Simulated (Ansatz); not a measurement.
**TiPt3: strain energy, fitted**

TiPt3, Pm-3m, a = 3.899 Å. The structure is a COD entry; whether it is the stable form wasn't checked. Ansatz: PBEsol, PAW, 420 eV, Γ-centred 14×14×14 mesh on 4 atoms, Gaussian smearing 0.10 eV; no spin polarisation. Series: uniaxial strain along a, with b, c and atoms relaxed; x is the strain in per cent. y is the free energy over the unstrained cell, V0 = 14.822 Å³/atom.

| x (%) | y (meV/atom) |
| --- | --- |
| -4.5 | ? |
| -3.0 | 10.25 |
| -1.5 | 2.56 |
| 0.0 | 0.00 |
| 1.5 | 2.49 |
| 3.0 | 9.89 |
| 4.5 | 22.23 |

Q: Fit y = c2 x² + c3 x³ to the other rows, turn c2 into a modulus, and predict the missing energy.

A: Least squares on the rows shown. y = 1.1215 x² − 0.0054832 x³. In eV per unit strain² c2 is 11.21; this is Young's modulus along the axis (E = ½ Y V0 ε²): 2 × 11.21 × 160.2 / (14.822) = 242 GPa. The unstrained cell keeps some stress along the strain, worth a slope of -0.05 meV/atom per %, which the form leaves out. At x = -4.5 the fit asked for gives 23.21 meV/atom. The run gave 23.05 meV/atom, so the fit is 0.16 meV/atom too high, 0.69 % of the span of the series, against an rms of 0.03 meV/atom on the fitted rows. The row lies outside the fitted range. With a term in x⁴ added, a fit to the same known rows predicts 23.43 meV/atom, further off still.

Spin–orbit coupling is left out, which can shift energies with elements as heavy as these.